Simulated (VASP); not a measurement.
A run of VASP 6.6.1 is set up as follows.

Contents of INCAR:

```
SYSTEM = BaTe
PREC = Accurate
ENCUT = 520
EDIFF = 1E-6
ISMEAR = 0
SIGMA = 0.1
LREAL = .False.
LASPH = .True.
NELM = 60
ALGO = Fast
ISIF = 2
LWAVE = .False.
LCHARG = .False.
GGA = PE
NBANDS = 15
```

File KPOINTS:

```
Automatic mesh
0
Gamma
  6 6 6
  0 0 0
```

File POSCAR:

```
BaTe
1.0
    0.0000000000      3.1435862633      3.1435862633
    3.1435862633      0.0000000000      3.1435862633
    3.1435862633      3.1435862633      0.0000000000
Ba Te
1 1
Direct
    0.0000000000      0.0000000000      0.0000000000
    0.5000000000      0.5000000000      0.5000000000
```

Potentials or basis: VASP PAW PBE potentials, release 64 (Ba_sv, Te).

Launch:

```bash
$ cat potpaw_PBE.64/Ba_sv/POTCAR potpaw_PBE.64/Te/POTCAR > POTCAR
$ mpirun -np 1 vasp_std > vasp.out
```

(1) What does it give for the pressure?

(2) Predict the band gap on the k mesh.

## Answers

(1) 22.4 GPa.

(2) 0.48 eV, indirect (least direct gap 0.75 eV).

Caveat: so large a pressure means that the cell lies far from this level's equilibrium, or that cutoff or potentials fall short; spin-orbit coupling is left out, which moves the levels of the heavy elements.
